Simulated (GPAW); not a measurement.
Runs of GPAW 26.7.0 on WS2 (Tungstenite). Symmetry: P6_3/mmc, No. 194, hexagonal system. The conventional cell has a = 3.180 Å, b = 3.180 Å, c = 12.500 Å, α = 90.00°, β = 90.00°, γ = 120.00°. Around W (site symmetry -6m2) lie 6 S at 2.41 Å. Around S (site symmetry 3m) lie 3 W at 2.41 Å. 

```csv
task,cell,cutoff (eV),smearing,maxiter,convergence,response ecut,response k mesh,response bands,gap on the mesh (eV)
single point,"P6_3/mmc, 18.24 Å³/atom",500,fermi-dirac 0.05 eV,120,default,-,-,-,1.19
dielectric tensor,"P6_3/mmc, 18.61 Å³/atom",400,fermi-dirac 0.001 eV,150,-,80 eV,13 × 13 × 3,74,1.20
dielectric tensor,"P6_3/mmc, 18.24 Å³/atom",400,fermi-dirac 0.001 eV,150,-,80 eV,13 × 13 × 3,74,1.19
dielectric tensor,"P6_3/mmc, 18.24 Å³/atom",500,fermi-dirac 0.001 eV,150,-,80 eV,13 × 13 × 3,74,1.19
dielectric tensor,"P6_3/mmc, 17.15 Å³/atom",400,fermi-dirac 0.001 eV,150,-,80 eV,13 × 13 × 3,74,(a)
```

Alike in all rows: level PBE; potentials or basis GPAW PAW data sets (gpaw-data 1.2.1), pw; no spin polarisation; k mesh 8 × 8 × 2.

Question: Estimate the missing entries.

Answer: (a) 1.14.

Caveats: spin-orbit coupling is left out, which moves the levels of the heavy elements; this functional lacks dispersion, which binds the layers, so the pressure and a relaxed spacing across them are unreliable; the long-wavelength limit can be off by several per cent where d states take part (some runs); an odd mesh through Γ misses points on the zone boundary, where band edges often lie (some runs); the cutoff is short for stress and forces, so pressures can be off by a GPa or more (some runs).

A k mesh can miss the band edges, and the runs leave out spin-orbit coupling on W.
